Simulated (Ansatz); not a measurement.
Set up this calculation in Ansatz 0.2.0, as the native input.

```
Task                : relaxation of cell and atoms
Functional          : PBEsol
Potentials or basis : Ansatz PAW
Cutoff              : 420 eV (not typed: the program's choice for these potentials)
k mesh              : 9 × 9 × 9
Occupations         : fermi-dirac, width 0.05 eV
Spin                : no spin polarisation
```

Crystal: CO2.

```
O C
1.0
    -1.97473    1.97473    3.01406
     1.97473   -1.97473    3.01406
     1.97473    1.97473   -3.01406
O C
4 2
Cartesian
  1.3223 0.9874 3.7676
  0.6525 0.9874 0.7535
  2.9621 0.6525 -0.7535
  -0.9874 1.3223 2.2605
  0.0000 0.0000 0.0000
  0.0000 1.9747 1.5070
```

The cell comes from a database or a generator and needn't be the stable form of this composition.

These files were run (other wordings do the same):

input.yaml

```yaml
crystal:
  lattice:
    - [-1.974727, 1.974727, 3.014058]
    - [1.974727, -1.974727, 3.014058]
    - [1.974727, 1.974727, -3.014058]
  atoms:
    - { symbol: O, position: [0.875, 0.959798, 0.584798] }
    - { symbol: O, position: [0.375, 0.290202, 0.415202] }
    - { symbol: O, position: [0.040202, 0.625, 0.915202] }
    - { symbol: O, position: [0.709798, 0.125, 0.084798] }
    - { symbol: C, position: [0.0, 0.0, 0.0] }
    - { symbol: C, position: [0.75, 0.25, 0.5] }
hamiltonian:
  xc: pbesol
  pseudopotentials: { kind: paw }
kpoints:
  mp_grid: { grid: [9, 9, 9] }
scf:
  occupations: { method: fermi_dirac, width: 0.05 }
output:
  forces: true
  stress: true
relax:
  f_tol: 0.01
  max_steps: 40
  cell: { stress_tol: 0.05 }
```

Potentials or basis: Ansatz PAW.

Run with:

```sh
$ ansatz run input.yaml --threads 2 --pin off --max-ram 5632MiB --backend cpu --events-out ev --progress --plain --runs-dir out
```

It gave:

```yaml
Relaxed_volume: 7.59 Å³/atom
Relaxed_cell: a = 4.060 Å, b = 4.060 Å, c = 4.060 Å, α = 122.30°, β = 122.30°, γ = 86.06°
Space_group_after_relaxing_to_0.05_Å: I-42d (No. 122)
Energy_gained_by_relaxing: 4.6 meV/atom
Ionic_steps: 7
Pressure_after_relaxing: 0.0 GPa
Band_gap_on_the_k_mesh: 7.67 eV
```

Caveat: odd divisions of the mesh miss points on the zone boundary, where band edges often lie, so the gap on the mesh can be too wide; the plane-wave basis is chosen anew once the cell has moved, so the energies of steps on either side of that aren't comparable; the pressure holds a Pulay correction of +1.3 GPa for the finite cutoff; the PAW data sets come from PBE, with cores solved anew for the run's functional, which leaves a small shift of forces and pressure.

Wall time 15 s on 2 threads of Intel(R) Xeon(R) Platinum 8375C CPU @ 2.90GHz (Ice Lake) (shared host), peak memory 0.46 GiB.
